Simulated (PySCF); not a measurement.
## Reproducing measurements on C8H6

**Experimental background.**

NIST CCCBDB Release 22 (SRD 101), experimental dipoles lists, for the gas: dipole moment 0.656 D.

How close the calculation comes is told at the end.

Compound: C8H6.
SMILES with atom numbers: `[CH:1]#[C:2][c:3]1[cH:4][cH:5][cH:6][cH:7][cH:8]1` (hydrogens: H9 on C1; H10 on C4; H11 on C5; H12 on C6; H13 on C7; H14 on C8)

Structure used (B3LYP/def2-SVP), in Å, numbered top down from 1:
```xyz
14
C8H6 angstrom
C      2.2513    2.0681    1.6806
C      1.4483    1.3803    1.0831
C      0.5008    0.5678    0.3787
C     -0.0276    0.9974   -0.8568
C     -0.9494    0.2060   -1.5419
C     -1.3580   -1.0214   -1.0092
C     -0.8400   -1.4563    0.2155
C      0.0823   -0.6714    0.9075
H      2.9612    2.6764    2.2083
H      0.2939    1.9560   -1.2694
H     -1.3519    0.5494   -2.4983
H     -2.0807   -1.6391   -1.5483
H     -1.1571   -2.4145    0.6350
H      0.4888   -1.0079    1.8635
```

The PySCF runs (gas phase, on this B3LYP/def2-SVP geometry; no spin–orbit coupling):

```csv
level,job,basis functions,wall time
"B3LYP/def2-SVP, grid level 1",geometry optimisation from a GFN2-xTB start,142,19 s
```

Hardware: Intel Xeon Platinum 8488C, one thread, no GPU (shared host).

Results beside the measurements:

**Dipole moment.** Measured: 0.656 D (NIST CCCBDB Release 22 (SRD 101), experimental dipoles).

```
         level  computed (D)  computed − measured (D)  % (from the printed values)
B3LYP/def2-SVP         0.653                   -0.003                            0
```

The computed dipoles belong to one fixed geometry; measured ones are averaged over vibrations unless marked μe. Magnitudes are compared, not signs.

No measured geometry was used, and the causes of the misses weren't examined.
